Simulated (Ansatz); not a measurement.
# Titanium, simple cubic under r²SCAN: ground state and equation of state, part 2 of 3

What does r²SCAN give for titanium in the simple cubic structure? We relax it, solve it on a dense k-mesh, then scale the cell to 7 volumes from 88 to 112 % of the relaxed one and try a fit of the equation of state. The start is ferromagnetic. The k-meshes are 12×12×12 for the relaxation; 19×19×19 for the dense run; 19×19×19 for the volumes.

Ansatz 0.2.0; DFT, r2SCAN, plane waves (500 eV) with PAW, scalar-relativistic.

## (3) Single point on a dense mesh

This is Ti in the simple cubic structure; at room conditions it is hcp.

File input.yaml:

```yaml
crystal:
  lattice:
    - [2.6898813453, 0.0, 0.0]
    - [0.0, 2.6898813453, 0.0]
    - [0.0, 0.0, 2.6898813453]
  atoms:
    - { symbol: Ti, position: [0.0, 0.0, 0.0], spin: 1.234 }
hamiltonian:
  xc: r2scan
  pseudopotentials:
    kind: paw
    azcp:
      Ti: "pseudopotentials/Ti.paw.azcp"
basis:
  ecutwfc: 500
  fft_grid_basis: typed
kpoints:
  mp_grid: { grid: [19, 19, 19], shift: [0, 0, 0] }
magnetization:
  spin_polarized: true
scf:
  occupations: { method: fermi_dirac, width: 0.05 }
output:
  write_density: true
  write_potential: true
  elf: true
  volumetric_format: npy
```

The program printed:

```text
Warning: RAYON_NUM_THREADS=2 ignored (pool sized by the plan → 2); use --threads N
Engine: ansatz 0.2.0, x86_64-unknown-linux-gnu
Pseudopotentials: kind: paw
Pseudopotential: Ti, paw, valence charge 12, recommended cutoff 500 eV (meta_gga), <dir>
Functional definition: r2SCAN
  parameter k0 = 0.174
  parameter k1 = 0.065
  parameter a1 = 4.9479
  exchange = r2scan_x(k0 = k0, k1 = k1, a1 = a1)
  correlation = r2scan_c
Crystal: 1 atoms, lattice volume = 19.463 Å³
Basis set: ecut = 500 eV, 485 PW (Γ), exchange–correlation on 80×80×80 points (64 copies of the dense FFT grid, shifted against one another)
Bands: 11, of which v1, the nominal top of the filled ones, is band 6 counted from 1 (5 counted from 0)
Symmetry: 48 space group operations
Space group: Pm-3m (ITA 221), of the structure as read, at distance tolerance 2.7e-5 Å
Magnetic group: BNS 221.92 (UNI 1594), of the structure as read, at distance tolerance 2.7e-5 Å
k-points: 220 of 6859
Non-local potential: Ti, projectors of the file, l = 0: 3, l = 1: 2, l = 2: 3, l = 3: 1
PAW form: soft (Blöchl's): semilocal exchange-correlation on the pseudo side does not see the compensation charge
PAW frozen core: Ti, regenerated for the run's functional (the file was generated under x = pbe(κ = 0.804, μ = 0.2195149727645171), c = pbe(β = 0.06672455060314922))
PAW one-centre angular grid: Ti, 590 points (default); XC on 160 Gauss nodes
Initial density: superposition of atomic densities (chi_scale 0.1, normalization cell)
Starting moments: Σ|m| = 1.234 μB on 1 of 1 site
Initial wavefunctions: pseudopotential atomic-orbital guess
Functional: x = r2scan, c = r2scan; τ floored in thin density (d = 2e-4 eV/Å³)
iter 1 solved again at ethr=2.94e-3 eV; its pass at ethr=3.10e-3 eV (dr2=3.53e-1 eV) is discarded
SCF iter   1: F=—  HF=-2503.422986 eV  |F-HF|=—  |Δ(HF+E_count)|=         —  Δρ=4.09e-2 (↑4.09e-2 ↓1.13e-2)  dr2=4.47e-1  dr2_τ=3.94e-3  dr2_m=5.92e-2  M=1.240 μB ∫|m|=1.241 μB  β_m=1.00  ethr=2.94e-3  ⟨swp⟩=2.0  Hψ=34340  notcnv=0
Mixer restart at iter 1: flushing history
preconditioner: auto → none  [metal: Δε(μ)=0.009 eV  Ē_g=5.856 eV  σ=0.050 eV  W_gap=0.04  n_scr=6 (ndim 8)  ℏωp=16.8 eV  f_vac=0.000  D(μ)=1.61/eV (n_scr^D=18)  sad-step TF]
SCF iter   2: F=—  HF=-2503.449162 eV  |F-HF|=—  |Δ(HF+E_count)|=   2.62e-2  Δρ=1.65e-2 (↑1.40e-2 ↓1.65e-2)  dr2=1.12e-1  dr2_τ=1.40e-3  dr2_m=1.50e-2  M=1.381 μB ∫|m|=1.389 μB  β_m=1.00  ethr=2.94e-3  ⟨swp⟩=3.0  Hψ=9073  notcnv=0  κ⁻¹=1.0e0(r=1)
SCF iter   3: F=—  HF=-2503.510827 eV  |F-HF|=—  |Δ(HF+E_count)|=         —  Δρ=1.07e-2 (↑1.07e-2 ↓9.06e-3)  dr2=8.90e-3  dr2_τ=9.32e-4  dr2_m=1.18e-2  M=1.599 μB ∫|m|=1.613 μB  β_m=1.00  ethr=9.36e-4  ⟨swp⟩=3.0  Hψ=11392  notcnv=0  defer=15
Mixer restart at iter 3: flushing history
SCF iter   4: F=—  HF=-2503.544020 eV  |F-HF|=—  |Δ(HF+E_count)|=   3.32e-2  Δρ=5.61e-3 (↑5.61e-3 ↓3.72e-3)  dr2=4.15e-3  dr2_τ=1.67e-4  dr2_m=7.13e-4  M=1.637 μB ∫|m|=1.652 μB  β_m=1.00  ethr=7.41e-5  ⟨swp⟩=2.1  Hψ=8014  notcnv=0  defer=16  κ⁻¹=1.0e0(r=1)
SCF iter   5: F=—  HF=-2503.572878 eV  |F-HF|=—  |Δ(HF+E_count)|=   2.89e-2  Δρ=3.16e-3 (↑3.16e-3 ↓2.81e-3)  dr2=2.35e-3  dr2_τ=5.60e-5  dr2_m=1.09e-5  M=1.651 μB ∫|m|=1.666 μB  β_m=1.00  ethr=3.46e-5  ⟨swp⟩=2.3  Hψ=8293  notcnv=0  defer=16  κ⁻¹=2.6e-2(r=2)
SCF iter   6: F=—  HF=-2503.601776 eV  |F-HF|=—  |Δ(HF+E_count)|=   2.89e-2  Δρ=8.89e-4 (↑7.26e-4 ↓8.89e-4)  dr2=2.31e-4  dr2_τ=4.44e-6  dr2_m=7.59e-6  M=1.652 μB ∫|m|=1.666 μB  β_m=1.00  ethr=1.96e-5  ⟨swp⟩=2.0  Hψ=9690  notcnv=0  defer=16  κ⁻¹=3.0e-3(r=3)
SCF iter   7: F=—  HF=-2503.602753 eV  |F-HF|=—  |Δ(HF+E_count)|=   9.76e-4  Δρ=4.32e-4 (↑4.32e-4 ↓4.11e-4)  dr2=4.68e-5  dr2_τ=1.51e-6  dr2_m=1.66e-6  M=1.648 μB ∫|m|=1.661 μB  β_m=1.00  ethr=1.93e-6  ⟨swp⟩=2.1  Hψ=6779  notcnv=0  defer=16  κ⁻¹=8.7e-4(r=4)
SCF iter   8: F=—  HF=-2503.603034 eV  |F-HF|=—  |Δ(HF+E_count)|=   2.81e-4  Δρ=1.16e-4 (↑8.84e-5 ↓1.16e-4)  dr2=1.23e-6  dr2_τ=1.17e-7  dr2_m=1.23e-6  M=1.648 μB ∫|m|=1.661 μB  β_m=1.00  ethr=3.90e-7  ⟨swp⟩=2.0  Hψ=7483  notcnv=0  defer=16  κ⁻¹=7.0e-5(r=5)
SCF iter   9: F=—  HF=-2503.603042 eV  |F-HF|=—  |Δ(HF+E_count)|=   7.99e-6  Δρ=3.39e-5 (↑2.69e-5 ↓3.39e-5)  dr2=2.72e-7  dr2_τ=8.98e-9  dr2_m=2.76e-8  M=1.649 μB ∫|m|=1.662 μB  β_m=1.00  ethr=1.02e-8  ⟨swp⟩=2.0  Hψ=7634  notcnv=0  defer=16  κ⁻¹=2.0e-5(r=6)
SCF iter  10: F=—  HF=-2503.603042 eV  |F-HF|=—  |Δ(HF+E_count)|=   5.08e-7  Δρ=1.37e-5 (↑1.37e-5 ↓9.62e-6)  dr2=4.85e-8  dr2_τ=1.51e-9  dr2_m=8.02e-9  M=1.649 μB ∫|m|=1.663 μB  β_m=1.00  ethr=2.27e-9  ⟨swp⟩=2.0  Hψ=7604  notcnv=0  defer=16  κ⁻¹=1.3e-6(r=7)
SCF iter  11: F=—  HF=-2503.603042 eV  |F-HF|=—  |Δ(HF+E_count)|=   1.79e-7  Δρ=4.46e-6 (↑4.46e-6 ↓4.13e-6)  dr2=5.79e-9  dr2_τ=1.43e-10  dr2_m=1.17e-9  M=1.649 μB ∫|m|=1.663 μB  β_m=1.00  ethr=4.04e-10  ⟨swp⟩=2.1  Hψ=7132  notcnv=0  defer=16  κ⁻¹=5.7e-7(r=8)
SCF iter  12: F=-2503.603043 eV  HF=-2503.603043 eV  |F-HF|=4.19e-9  |Δ(HF+E_count)|=   7.95e-8  Δρ=1.98e-6 (↑1.23e-6 ↓1.98e-6)  dr2=9.66e-10  dr2_τ=2.26e-11  dr2_m=2.73e-10  M=1.649 μB ∫|m|=1.662 μB  ethr=4.82e-11  ⟨swp⟩=1.2  Hψ=14505  notcnv=0
SCF 1 converged in 12 iterations: F = -2503.603043 eV  dr2 = 9.66e-10
the search or the solves at the SCF's close seem to have found levels that the self-consistency loop had missed (the run counts 1). By its estimate they hold under 1e-12 electrons; where the run keeps them, the occupations were computed again with them
this state was not tested for a lower state beside it, because the mixer in use, unlike msr1, does not test its closes by its own steps (another_mixer; see scf.mixing.algorithm and scf.lower_state_search)
SCF converged after 12 iterations
Magnetization: 1.6493 μB (6.8246 up, 5.1754 down)
Absolute magnetization: 1.6625 μB (∫|ρ↑−ρ↓|, with the PAW one-centre terms)
Spin contamination: 0.0050 ħ² per cell (⟨S²⟩ above its minimum at these occupations)
Per-site moments (μB) at R_I (Å): [(1.2714051387604142, 1.10957605493625)]
Free energy (F): -2503.603043 eV
Harris-Foulkes:  -2503.603043 eV  (|F-HF|=4.19e-9)
Internal energy: -2503.596978 eV  (E = F + TS)
E sigma→0 (E₀):  -2503.600010 eV
Entropy (-TS):   -0.006065 eV (-6.065 meV/atom)
Fermi energy:    11.922526 eV
--- Per-component energies (eV) ---
  E_band       = -189.753307
  E_kinetic    = 273.336904
  E_local      = -917.178987  (includes V_loc(G=0)·N_el)
  E_nonlocal   = 10.110567
  E_hartree    = 374.916520
  E_xc         = -92.542813
  E_vxc        = -132.626309  (∫ρ·V_xc dr)
  E_paw        = -1058.391996  (= ΣΔE_a)
  E_vpaw       = -182.643185  (= ΣTr[D̂ρ^β])
  E_aug_tail   = 0.000101  (compensation charges beyond the density's cutoff)
  E_vtau       = 9.415792  (kinetic-family band-sum trace: ∫τ·v_τ [+ j·A + Jᵃ·Aᵃ] dr)
  E_ewald      = -1093.593815
  E_core_change = -0.253457  (= ΣΔE_core)
  E_smearing   = -0.006065  (= −TS)
  E_closure    = 0.000000  (closes the sum)
  Σ components = -2503.603043   (vs F -2503.603043, Δ=0.00e0)
--- Band table (eV; the first three rows and the last of 440) ---
  k-point 0 ↑: bands = ["-48.0918", "-22.8897", "-22.8897", "-22.8897", "5.1071", "9.0180", "9.0180", "15.0994", "15.0994", "15.0994", "27.0380"]
  k-point 1 ↑: bands = ["-48.0888", "-22.9125", "-22.8878", "-22.8878", "5.1791", "9.0347", "9.0708", "15.0406", "15.0406", "15.1036", "26.3588"]
  k-point 2 ↑: bands = ["-48.0801", "-22.9782", "-22.8827", "-22.8827", "5.3905", "9.0834", "9.2253", "14.8747", "14.8747", "15.1156", "24.9800"]
  k-point 219 ↓: bands = ["-46.3575", "-21.9528", "-21.9519", "-21.9519", "11.0175", "11.0750", "11.0750", "17.7027", "17.7027", "20.5617", "23.8563"]
```

Run time: 5.1 s. Hardware: 2 threads of an x86-64 CPU, shared host; peak memory 0.46 GiB.

Density in a lattice plane of the grid's cell (edges 2.69 and 2.69 Å, at 0.000 of the third edge), which holds Ti. It is the smooth density of the valence electrons, not physical close to the nuclei.

Ten even steps from ' ' (0.14 e/Å³) to '@' (10.26 e/Å³):
```
@@@@%%##++--::..                  ..::--++##%%@@
%%%%##**==--..                      ..--==**##%%
##**++==--::..                      ..::--==++**
====--::....                          ....::--==
::::::....                              ....::::
..                                              
                                                
                                                
                                                
                                                
                                                
                                                
                                                
..                                              
::::::....                              ....::::
====--::....                          ....::--==
##**++==--::..                      ..::--==++**
%%%%##**==--..                      ..--==**##%%
@@@@%%##++--::..                  ..::--++##%%@@
@@@@@@##**==::..                  ..::==**##@@@@
```
Columns run along the first of these edges and rows up along the second, over one cell in 24 and 20 even steps from the bottom left corner. Atoms in the plane (fractional): Ti at (0.00, 0.00).

Spin density (up less down) in a lattice plane of the grid's cell (edges 2.69 and 2.69 Å, at 0.000 of the third edge), which holds Ti.

Values in e/Å³, 12 rows by 12 columns:
```
0.93 0.74 0.51 0.36 0.22 0.15 0.13 0.15 0.22 0.36 0.51 0.74
0.72 0.51 0.25 0.16 0.12 0.10 0.09 0.10 0.12 0.16 0.25 0.51
0.52 0.36 0.16 0.08 0.07 0.06 0.06 0.06 0.07 0.08 0.16 0.36
0.28 0.22 0.12 0.07 0.05 0.04 0.04 0.04 0.05 0.07 0.12 0.22
0.17 0.15 0.10 0.06 0.04 0.03 0.03 0.03 0.04 0.06 0.10 0.15
0.15 0.13 0.09 0.06 0.04 0.03 0.02 0.03 0.04 0.06 0.09 0.13
0.17 0.15 0.10 0.06 0.04 0.03 0.03 0.03 0.04 0.06 0.10 0.15
0.28 0.22 0.12 0.07 0.05 0.04 0.04 0.04 0.05 0.07 0.12 0.22
0.52 0.36 0.16 0.08 0.07 0.06 0.06 0.06 0.07 0.08 0.16 0.36
0.72 0.51 0.25 0.16 0.12 0.10 0.09 0.10 0.12 0.16 0.25 0.51
0.93 0.74 0.51 0.36 0.22 0.15 0.13 0.15 0.22 0.36 0.51 0.74
1.09 0.93 0.72 0.52 0.28 0.17 0.15 0.17 0.28 0.52 0.72 0.93
```
Columns run along the first of these edges and rows up along the second, over one cell in 12 and 12 even steps from the bottom left corner. Atoms in the plane (fractional): Ti at (0.00, 0.00).

## (4) At 88 % of the relaxed volume

File input.yaml:

```yaml
crystal:
  lattice:
    - [2.5776701782, 0.0, 0.0]
    - [0.0, 2.5776701782, 0.0]
    - [0.0, 0.0, 2.5776701782]
  atoms:
    - { symbol: Ti, position: [0.0, 0.0, 0.0], spin: 1.271 }
hamiltonian:
  xc: r2scan
  pseudopotentials:
    kind: paw
    azcp:
      Ti: "pseudopotentials/Ti.paw.azcp"
basis:
  ecutwfc: 500
  fft_grid_basis: typed
kpoints:
  mp_grid: { grid: [19, 19, 19], shift: [0, 0, 0] }
magnetization:
  spin_polarized: true
scf:
  occupations: { method: fermi_dirac, width: 0.05 }
output:
  stress: true
```

The program printed, cut to the lines that bear on the results:

```text
Warning: RAYON_NUM_THREADS=2 ignored (pool sized by the plan → 2); use --threads N
[...]
Pseudopotentials: kind: paw
Pseudopotential: Ti, paw, valence charge 12, recommended cutoff 500 eV (meta_gga), <dir>
Functional definition: r2SCAN
[...]
Crystal: 1 atoms, lattice volume = 17.127 Å³
Basis set: ecut = 500 eV, 461 PW (Γ), exchange–correlation on 80×80×80 points (64 copies of the dense FFT grid, shifted against one another)
[...]
Absolute magnetization: 1.5175 μB (∫|ρ↑−ρ↓|)
Spin contamination: 0.0032 ħ² per cell (⟨S²⟩ above its minimum at these occupations)
Per-site moments (μB) at R_I (Å): [(1.1380020408659395, 1.0632889485075)]
Free energy (F): -2503.524077 eV
[...]
E sigma→0 (E₀):  -2503.519413 eV
Entropy (-TS):   -0.009329 eV (-9.329 meV/atom)
Fermi energy:    13.787060 eV
[...]
--- Stress (GPa, compression-positive) ---
       10.867978       0.000000       0.000000
       -0.000000      10.867978       0.000000
        0.000000       0.000000      10.867978
  P = ⅓ Tr σ = 10.8680 GPa (108.680 kbar)
```

Run time: 5.6 s. Hardware: 2 threads of an x86-64 CPU, shared host; peak memory 0.46 GiB.

## (5) At 92 % of the relaxed volume

Edit input.yaml of step 4 so:

```diff
@@ -2,5 +2,5 @@
   lattice:
-    - [2.5776701782, 0.0, 0.0]
-    - [0.0, 2.5776701782, 0.0]
-    - [0.0, 0.0, 2.5776701782]
+    - [2.6161485403, 0.0, 0.0]
+    - [0.0, 2.6161485403, 0.0]
+    - [0.0, 0.0, 2.6161485403]
   atoms:
```

The program printed, cut to the lines that bear on the results:

```text
Warning: RAYON_NUM_THREADS=2 ignored (pool sized by the plan → 2); use --threads N
[...]
Pseudopotentials: kind: paw
Pseudopotential: Ti, paw, valence charge 12, recommended cutoff 500 eV (meta_gga), <dir>
Functional definition: r2SCAN
[...]
Crystal: 1 atoms, lattice volume = 17.906 Å³
Basis set: ecut = 500 eV, 461 PW (Γ), exchange–correlation on 80×80×80 points (64 copies of the dense FFT grid, shifted against one another)
[...]
Absolute magnetization: 1.6105 μB (∫|ρ↑−ρ↓|)
Spin contamination: 0.0039 ħ² per cell (⟨S²⟩ above its minimum at these occupations)
Per-site moments (μB) at R_I (Å): [(1.2146651859530126, 1.07916127287375)]
Free energy (F): -2503.568564 eV
[...]
E sigma→0 (E₀):  -2503.565372 eV
Entropy (-TS):   -0.006383 eV (-6.383 meV/atom)
Fermi energy:    13.116240 eV
[...]
--- Stress (GPa, compression-positive) ---
        7.192187      -0.000000       0.000000
        0.000000       7.192187       0.000000
        0.000000      -0.000000       7.192187
  P = ⅓ Tr σ = 7.1922 GPa (71.922 kbar)
```

It took 4.7 s on 2 threads of an x86-64 CPU, shared host; peak memory 0.44 GiB.

## (6) At 96 % of the relaxed volume

Edit input.yaml of step 5 so:

```diff
@@ -2,5 +2,5 @@
   lattice:
-    - [2.6161485403, 0.0, 0.0]
-    - [0.0, 2.6161485403, 0.0]
-    - [0.0, 0.0, 2.6161485403]
+    - [2.6535271409, 0.0, 0.0]
+    - [0.0, 2.6535271409, 0.0]
+    - [0.0, 0.0, 2.6535271409]
   atoms:
```

The program printed, cut to the lines that bear on the results:

```text
Warning: RAYON_NUM_THREADS=2 ignored (pool sized by the plan → 2); use --threads N
[...]
Pseudopotentials: kind: paw
Pseudopotential: Ti, paw, valence charge 12, recommended cutoff 500 eV (meta_gga), <dir>
Functional definition: r2SCAN
[...]
Crystal: 1 atoms, lattice volume = 18.684 Å³
Basis set: ecut = 500 eV, 461 PW (Γ), exchange–correlation on 80×80×80 points (64 copies of the dense FFT grid, shifted against one another)
[...]
Absolute magnetization: 1.6370 μB (∫|ρ↑−ρ↓|)
Spin contamination: 0.0044 ħ² per cell (⟨S²⟩ above its minimum at these occupations)
Per-site moments (μB) at R_I (Å): [(1.2435438938773802, 1.09457994562125)]
Free energy (F): -2503.594159 eV
[...]
E sigma→0 (E₀):  -2503.591184 eV
Entropy (-TS):   -0.005948 eV (-5.948 meV/atom)
Fermi energy:    12.499245 eV
[...]
--- Stress (GPa, compression-positive) ---
        3.443286       0.000000       0.000000
       -0.000000       3.443286       0.000000
        0.000000       0.000000       3.443286
  P = ⅓ Tr σ = 3.4433 GPa (34.433 kbar)
```

Wall time 4.5 s (2 threads of an x86-64 CPU, shared host); peak memory 0.47 GiB.

## (7) At 100 % of the relaxed volume

Edit input.yaml of step 6 so:

```diff
@@ -2,5 +2,5 @@
   lattice:
-    - [2.6535271409, 0.0, 0.0]
-    - [0.0, 2.6535271409, 0.0]
-    - [0.0, 0.0, 2.6535271409]
+    - [2.6898813453, 0.0, 0.0]
+    - [0.0, 2.6898813453, 0.0]
+    - [0.0, 0.0, 2.6898813453]
   atoms:
```

The program printed, cut to the lines that bear on the results:

```text
Warning: RAYON_NUM_THREADS=2 ignored (pool sized by the plan → 2); use --threads N
[...]
Pseudopotentials: kind: paw
Pseudopotential: Ti, paw, valence charge 12, recommended cutoff 500 eV (meta_gga), <dir>
Functional definition: r2SCAN
[...]
Crystal: 1 atoms, lattice volume = 19.463 Å³
Basis set: ecut = 500 eV, 485 PW (Γ), exchange–correlation on 80×80×80 points (64 copies of the dense FFT grid, shifted against one another)
[...]
Spin contamination: 0.0050 ħ² per cell (⟨S²⟩ above its minimum at these occupations)
Per-site moments (μB) at R_I (Å): [(1.2714036757270413, 1.10957605493625)]
Free energy (F): -2503.603043 eV
[...]
E sigma→0 (E₀):  -2503.600010 eV
Entropy (-TS):   -0.006065 eV (-6.065 meV/atom)
Fermi energy:    11.922525 eV
[...]
--- Stress (GPa, compression-positive) ---
        0.310824       0.000000      -0.000000
        0.000000       0.310824       0.000000
        0.000000       0.000000       0.310824
  P = ⅓ Tr σ = 0.3108 GPa (3.108 kbar)
```

Run time: 4.6 s. Hardware: 2 threads of an x86-64 CPU, shared host; peak memory 0.46 GiB.

## (8) At 104 % of the relaxed volume

Edit input.yaml of step 7 so:

```diff
@@ -2,5 +2,5 @@
   lattice:
-    - [2.6898813453, 0.0, 0.0]
-    - [0.0, 2.6898813453, 0.0]
-    - [0.0, 0.0, 2.6898813453]
+    - [2.7252785801, 0.0, 0.0]
+    - [0.0, 2.7252785801, 0.0]
+    - [0.0, 0.0, 2.7252785801]
   atoms:
```

The program printed, cut to the lines that bear on the results:

```text
Warning: RAYON_NUM_THREADS=2 ignored (pool sized by the plan → 2); use --threads N
[...]
Pseudopotentials: kind: paw
Pseudopotential: Ti, paw, valence charge 12, recommended cutoff 500 eV (meta_gga), <dir>
Functional definition: r2SCAN
[...]
Crystal: 1 atoms, lattice volume = 20.241 Å³
Basis set: ecut = 500 eV, 485 PW (Γ), exchange–correlation on 80×80×80 points (64 copies of the dense FFT grid, shifted against one another)
[...]
Spin contamination: 0.0055 ħ² per cell (⟨S²⟩ above its minimum at these occupations)
Per-site moments (μB) at R_I (Å): [(1.299386002322783, 1.12417741429125)]
Free energy (F): -2503.598007 eV
[...]
E sigma→0 (E₀):  -2503.594838 eV
Entropy (-TS):   -0.006338 eV (-6.338 meV/atom)
Fermi energy:    11.380583 eV
[...]
--- Stress (GPa, compression-positive) ---
       -2.311347      -0.000000       0.000000
       -0.000000      -2.311347       0.000000
       -0.000000       0.000000      -2.311347
  P = ⅓ Tr σ = -2.3113 GPa (-23.113 kbar)
```

Run time: 4.8 s. Hardware: 2 threads of an x86-64 CPU, shared host; peak memory 0.47 GiB.

## (9) At 108 % of the relaxed volume

Edit input.yaml of step 8 so:

```diff
@@ -2,5 +2,5 @@
   lattice:
-    - [2.7252785801, 0.0, 0.0]
-    - [0.0, 2.7252785801, 0.0]
-    - [0.0, 0.0, 2.7252785801]
+    - [2.7597794399, 0.0, 0.0]
+    - [0.0, 2.7597794399, 0.0]
+    - [0.0, 0.0, 2.7597794399]
   atoms:
@@ -24 +24,5 @@
   stress: true
+  write_density: true
+  write_potential: true
+  elf: true
+  volumetric_format: npy
```

The program printed, cut to the lines that bear on the results:

```text
Warning: RAYON_NUM_THREADS=2 ignored (pool sized by the plan → 2); use --threads N
[...]
Pseudopotentials: kind: paw
Pseudopotential: Ti, paw, valence charge 12, recommended cutoff 500 eV (meta_gga), <dir>
Functional definition: r2SCAN
[...]
Crystal: 1 atoms, lattice volume = 21.020 Å³
Basis set: ecut = 500 eV, 515 PW (Γ), exchange–correlation on 96×96×96 points (64 copies of the dense FFT grid, shifted against one another)
[...]
E sigma→0 (E₀):  -2503.577773 eV
Entropy (-TS):   -0.007061 eV (-7.061 meV/atom)
Fermi energy:    10.872201 eV
[...]
--- Stress (GPa, compression-positive) ---
       -4.483109       0.000000       0.000000
        0.000000      -4.483109       0.000000
        0.000000       0.000000      -4.483109
  P = ⅓ Tr σ = -4.4831 GPa (-44.831 kbar)
--- Band table (eV; the first three rows and the last of 440) ---
  k-point 0 ↑: bands = ["-49.2480", "-24.1299", "-24.1299", "-24.1299", "4.2319", "8.0849", "8.0849", "13.7328", "13.7328", "13.7328", "25.1903"]
[...]
```

It took 6.4 s on 2 threads of an x86-64 CPU, shared host; peak memory 0.51 GiB.

## (10) At 112 % of the relaxed volume

Edit input.yaml of step 9 so:

```diff
@@ -2,5 +2,5 @@
   lattice:
-    - [2.7597794399, 0.0, 0.0]
-    - [0.0, 2.7597794399, 0.0]
-    - [0.0, 0.0, 2.7597794399]
+    - [2.793438604, 0.0, 0.0]
+    - [0.0, 2.793438604, 0.0]
+    - [0.0, 0.0, 2.793438604]
   atoms:
@@ -24,5 +24 @@
   stress: true
-  write_density: true
-  write_potential: true
-  elf: true
-  volumetric_format: npy
```

The program printed, cut to the lines that bear on the results:

```text
Warning: RAYON_NUM_THREADS=2 ignored (pool sized by the plan → 2); use --threads N
[...]
Pseudopotentials: kind: paw
Pseudopotential: Ti, paw, valence charge 12, recommended cutoff 500 eV (meta_gga), <dir>
Functional definition: r2SCAN
[...]
Crystal: 1 atoms, lattice volume = 21.798 Å³
Basis set: ecut = 500 eV, 515 PW (Γ), exchange–correlation on 96×96×96 points (64 copies of the dense FFT grid, shifted against one another)
[...]
Spin contamination: 0.0067 ħ² per cell (⟨S²⟩ above its minimum at these occupations)
Per-site moments (μB) at R_I (Å): [(1.3672828190366664, 1.15229342415)]
Free energy (F): -2503.555198 eV
[...]
E sigma→0 (E₀):  -2503.551296 eV
Entropy (-TS):   -0.007804 eV (-7.804 meV/atom)
Fermi energy:    10.392385 eV
[...]
--- Stress (GPa, compression-positive) ---
       -6.189548       0.000000       0.000000
        0.000000      -6.189548       0.000000
        0.000000       0.000000      -6.189548
  P = ⅓ Tr σ = -6.1895 GPa (-61.895 kbar)
```

It took 6 s on 2 threads of an x86-64 CPU, shared host; peak memory 0.51 GiB.

## (11) The equation of state

All volumes keep the relaxed shape and fractional coordinates.

```
V (Å³/atom)  E − E₀ (meV/atom)  P from the stress (GPa)  P from the fit (GPa)  largest moment (μB)
     17.127               80.6                    10.87                 11.85                 1.14
     17.906               34.7                     7.19                  7.25                 1.21
     18.684                8.9                     3.44                  3.45                 1.24
     19.463                0.0                     0.31                  0.29                 1.27
     20.241                5.2                    -2.31                 -2.35                 1.30
     21.020               22.3                    -4.48                 -4.54                 1.33
     21.798               48.8                    -6.19                 -6.37                 1.37
```

A third-order Birch-Murnaghan fit gives V₀ = 19.540 Å³/atom, B₀ = 71 GPa and B₀′ = 3.6; it misses no point by more than 0.12 meV/atom.

The fit is made to E(σ → 0), while the stress belongs to the free energy F; that is one source of the offset between the two pressures.

[end of part 2 of 3]
